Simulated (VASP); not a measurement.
Set up this calculation in VASP 6.6.1, as the native input.

| Item | Value |
| --- | --- |
| Task | G0W0 quasiparticle levels |
| Functional | PBEsol |
| Potentials or basis | VASP PAW PBE potentials, release 64 (In_d_GW, P_GW) |
| Cutoff | 450 eV |
| k mesh | 4 × 4 × 4 |
| Occupations | gaussian, width 0.01 eV |
| Spin | no spin polarisation |
| Cutoff of the response function | 80 |
| Empty bands | 44 |
| GW scheme | G0W0 |
| GW iterations | 1 |
| Frequency points | 50 |
| Further INCAR settings | ALGO = EVGW0; EDIFF = 1e-08; NBANDS = 53 |

The system is InP.

```xyz
2
Lattice="0.0000 2.9305 2.9305 2.9305 0.0000 2.9305 2.9305 2.9305 0.0000" Properties=species:S:1:pos:R:3 pbc="T T T"
In    0.0000    0.0000    0.0000
P     1.4652    1.4652    1.4652
```

The input as run:

POSCAR

```
InP
1.0
    0.0000000000      2.9305000000      2.9305000000
    2.9305000000      0.0000000000      2.9305000000
    2.9305000000      2.9305000000      0.0000000000
In P
1 1
Direct
    0.0000000000      0.0000000000      0.0000000000
    0.2500000000      0.2500000000      0.2500000000
```

INCAR.step1

```
ALGO     = Normal         # electronic algorithm
EDIFF    = 1E-8           # SCF threshold, eV
ENCUT    = 450            # plane-wave cutoff, eV
GGA      = PS             # functional
ISMEAR   = 0              # smearing method
KPAR     = 8            
LASPH    = T              # aspherical terms in the spheres
LCHARG   = F              # write CHGCAR
LREAL    = F              # projectors in reciprocal space
LWAVE    = T              # write WAVECAR
NELM     = 80             # most SCF steps
PREC     = Accurate       # precision mode
SIGMA    = 0.01           # smearing width, eV
```

INCAR.step2

```
ALGO     = Exact          # electronic algorithm
EDIFF    = 1E-8           # SCF threshold, eV
ENCUT    = 450            # plane-wave cutoff, eV
GGA      = PS             # functional
ISMEAR   = 0              # smearing method
ISTART   = 1            
KPAR     = 8            
LASPH    = T              # aspherical terms in the spheres
LCHARG   = F              # write CHGCAR
LOPTICS  = T              # frequency-dependent dielectric function
LREAL    = F              # projectors in reciprocal space
LWAVE    = T              # write WAVECAR
NBANDS   = 53             # bands
NELM     = 1              # most SCF steps
PREC     = Accurate       # precision mode
SIGMA    = 0.01           # smearing width, eV
```

INCAR.step3

```
ALGO     = EVGW0          # electronic algorithm
EDIFF    = 1E-8           # SCF threshold, eV
ENCUT    = 450            # plane-wave cutoff, eV
ENCUTGW  = 80             # cutoff of the response function
GGA      = PS             # functional
ISMEAR   = 0              # smearing method
ISTART   = 1            
KPAR     = 8            
LASPH    = T              # aspherical terms in the spheres
LCHARG   = F              # write CHGCAR
LREAL    = F              # projectors in reciprocal space
LWAVE    = F              # write WAVECAR
NBANDS   = 53             # bands
NBANDSGW = 17           
NELMGW   = 1            
NOMEGA   = 50             # frequency points
PREC     = Accurate       # precision mode
PRECFOCK = Fast         
SIGMA    = 0.01           # smearing width, eV
```

KPOINTS

```
k-points
0
Gamma
  4 4 4
```

Potentials or basis: VASP PAW PBE potentials, release 64 (In_d_GW, P_GW).

The run is started by

```bash
$ cat potpaw_PBE.64/In_d_GW/POTCAR potpaw_PBE.64/P_GW/POTCAR > POTCAR
$ cp INCAR.step1 INCAR
$ mpirun -np 8 vasp_std > vasp.out
$ cp INCAR.step2 INCAR
$ mpirun -np 8 vasp_std > vasp.out
$ cp INCAR.step3 INCAR
$ mpirun -np 8 vasp_std > vasp.out
```

It gave:

```json
{
  "Band gap on the k mesh, mean-field level": "0.60 eV, direct",
  "Quasiparticle gap": "1.19 eV",
  "Least direct quasiparticle gap": "1.19 eV"
}
```

Caveat: the k mesh is coarse (spacing up to 0.46 Å⁻¹), so the values aren't converged; bands, screening cutoff and mesh are small and nothing is extrapolated, so the quasiparticle values aren't converged; spin-orbit coupling is left out, which moves the levels of the heavy elements.

It took 34 s on 8 MPI ranks on Intel(R) Xeon(R) Platinum 8488C (Sapphire Rapids), on a shared host, peak memory 0.36 GiB a rank.
